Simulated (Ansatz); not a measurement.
# Ti: how the free axis answers a strain

Ti, P6_3/mmc, a = 2.936 Å, c = 4.636 Å. Ansatz: r2SCAN, PAW, 500 eV, Γ-centred 24×24×12 mesh on 2 atoms, Gaussian smearing 0.10 eV; no spin polarisation. Series: biaxial strain in the a-b plane, c and atoms relaxed; x is the strain in per cent. y is the change of c in per cent of 4.636 Å.

```tsv
x (%)	y (%)
-3.0	2.42
-2.0	?
-1.0	0.80
0.0	0.00
1.0	-0.76
2.0	-1.50
3.0	-2.25
```

Q: Fit y = c1 x + c2 x² to the other rows, say what c1 measures, and predict the missing y.

A: Least squares on the rows shown. y = −0.7771 x + 0.009925 x². With no stress along c, c1 = −2C13/C33 = -0.777. At x = -2.0 the fit asked for gives 1.59 %. The run gave 1.59 %, the same to the digits shown.